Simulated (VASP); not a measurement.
A run of VASP 6.6.1:

The input INCAR:

```
SYSTEM = Ru
ALGO = Fast ; DIPOL = 0.5 0.5 0.500
EDIFF = 1E-7 ; ENCUT = 520
GGA = PS ; IDIPOL = 3
ISIF = 2 ; ISMEAR = 0
LASPH = .True. ; LCHARG = .False.
LDIPOL = .True. ; LREAL = .False.
LWAVE = .False. ; NBANDS = 88
NELM = 80 ; PREC = Accurate
SIGMA = 0.1
```

KPOINTS

```
k-points
0
Gamma
  16 16 1
  0 0 0
```

Contents of POSCAR:

```
Ru
1.0
    2.6789400000      0.0000000000      0.0000000000
    1.3394700000      2.3200300952      0.0000000000
    0.0000000000      0.0000000000     38.8100000000
Ru
11
Direct
    0.0000000000      0.0000000000      0.2276987848
    0.3333333333      0.3333333333      0.2805195423
    0.0000000000      0.0000000000      0.3353079899
    0.3333333333      0.3333333333      0.3903877603
    0.0000000000      0.0000000000      0.4452359996
    0.3333333333      0.3333333333      0.5000000004
    0.0000000000      0.0000000000      0.5547640009
    0.3333333333      0.3333333333      0.6096122400
    0.0000000000      0.0000000000      0.6646920096
    0.3333333333      0.3333333333      0.7194804572
    0.0000000000      0.0000000000      0.7723012149
```

Potentials or basis: VASP PAW PBE potentials, release 64 (Ru_pv).

The run is started by

```sh
$ cat potpaw_PBE.64/Ru_pv/POTCAR > POTCAR
$ mpirun -np 1 vasp_std > vasp.out
```

Hardware: 1 thread of Intel(R) Xeon(R) Platinum 8559C (Emerald Rapids), on a shared host.

Estimate the wall time of this run.

Run time: 32 min on 1 thread of Intel(R) Xeon(R) Platinum 8559C (Emerald Rapids), with other jobs on the host, peak memory 0.61 GiB. Counts: scf iterations 56, k points 30.
